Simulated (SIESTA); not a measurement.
BaTe:

```
CELL_PARAMETERS angstrom
0.00000 3.41000 3.41000
3.41000 0.00000 3.41000
3.41000 3.41000 0.00000
ATOMIC_POSITIONS crystal
Ba 0.00000 0.00000 0.00000
Te 0.50000 0.50000 0.50000
```

Base run:

```yaml
Program: SIESTA 5.4.2
Functional: vdW-DF-cx
Potentials_or_basis: PseudoDojo 0.4 standard (PBE files)
Basis: DZP (energy shift 0.003 Ry; two zetas on semicore shells; d shell added on Ba)
Grid_cutoff: 500 Ry
Energy_shift: 0.003 Ry
k_mesh: 7 × 7 × 7
Occupations: fermi-dirac, width 0.05 eV
Spin: no spin polarisation
```

Its results: band gap on the k mesh 1.34 eV, indirect (least direct gap 1.74 eV); pressure 3.0 GPa.

Q: The run is repeated on the same cell with these changes: functional from vdW-DF-cx to BLYP. What comes out?

A: Band gap on the k mesh 1.51 eV, indirect (least direct gap 1.89 eV); pressure 6.8 GPa.

Caveats: this set's barium file shifts pressures by up to 1 GPa against other sets; the potentials were made for another functional, which shifts forces and pressure; spin-orbit coupling is left out, which moves the levels of the heavy elements; the basis of atomic orbitals isn't converged, which shifts pressures, moduli and gaps.

A k mesh can miss the band edges.
